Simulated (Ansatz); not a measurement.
Level of theory: DFT PBE, scalar-relativistic, plane waves, PAW in Ansatz 0.2.0. Settings: cutoff 420 eV, Γ-centred meshes spaced at most about 0.3 Å⁻¹, and about 0.25 Å⁻¹ or finer for metals (2π included), Gaussian smearing. No spin polarisation.

All energies are static (0 K, no zero-point motion).

Problem. Order these relaxed structures of SnH5 by energy, lowest first, with the energy over the lowest of them.
1. Space group F-43m (No. 216), cubic, a = 5.480 Å. Sn has 16 H at 2.34–2.37 Å; around H on a site of symmetry -43m lie 12 H at 2.24 Å and 4 Sn at 2.37 Å; H on a site of symmetry 3m has 3 H at 1.47 Å, 3 H at 2.24 Å and 3 Sn at 2.34 Å.
2. Space group I4/mmm (No. 139), tetragonal, a = 4.705 Å, c = 4.827 Å. Sn has 4 H at 1.86 Å; around H on a site of symmetry m2m lie 1 H at 1.46 Å and 1 Sn at 1.86 Å; H on a site of symmetry 4/mmm has 4 H at 1.46 Å (long against covalent radii, as for large ions).
3. Space group P6/mmm (No. 191), hexagonal, a = 3.140 Å, c = 5.947 Å. Sn is surrounded by 2 H at 1.94 Å; H on a site of symmetry 6mm is surrounded by 1 H at 1.04 Å, 1 Sn at 1.94 Å and 7 H at 2.08–2.09 Å; around H on a site of symmetry 6/mmm lie 2 H at 1.04 Å and 6 H at 1.81 Å (long against covalent radii, as for large ions); H on a site of symmetry -6m2 has 6 H at 1.81 Å and 6 H at 2.09 Å (long against covalent radii, as for large ions).
4. Space group P-6m2 (No. 187), hexagonal, a = 3.604 Å, c = 11.699 Å. Sn has 3 H at 2.08 Å; around H on a site of symmetry -6m2 lie 3 Sn at 2.08 Å; around H on a site of symmetry 3m lies 1 H at 0.75 Å; around H on a second site of symmetry 3m lies 1 H at 0.75 Å.

Solution. 4 (0 meV/atom), 2 (439 meV/atom), 3 (616 meV/atom), 1 (725 meV/atom). Counting H atoms around Sn (those within 1.25 times the shortest such distance or 1.15 times the sum of covalent radii): cell 4 has Sn 3; cell 2 has Sn 4; cell 3 has Sn 2; cell 1 has Sn 16. Cell 4 holds H–H pairs as short as in free H₂ molecules (shortest 0.75 Å) (bonds between like non-metal atoms; other contacts aren't counted). All come from invented guesses. Even the lowest of the cells shown lies +0.27 eV/atom against the elements.

Weakly bound directions are ill-defined at this level, which has no dispersion term (P-6m2, I4/mmm), and this can change margins and order among such cells. With hydrogen, zero-point motion can shift such differences by 10 meV/atom or more. Cells relaxed within their symmetry can be saddle points. Some structure types and database cells were kept out of the candidates from the start, so a known form may be missing.
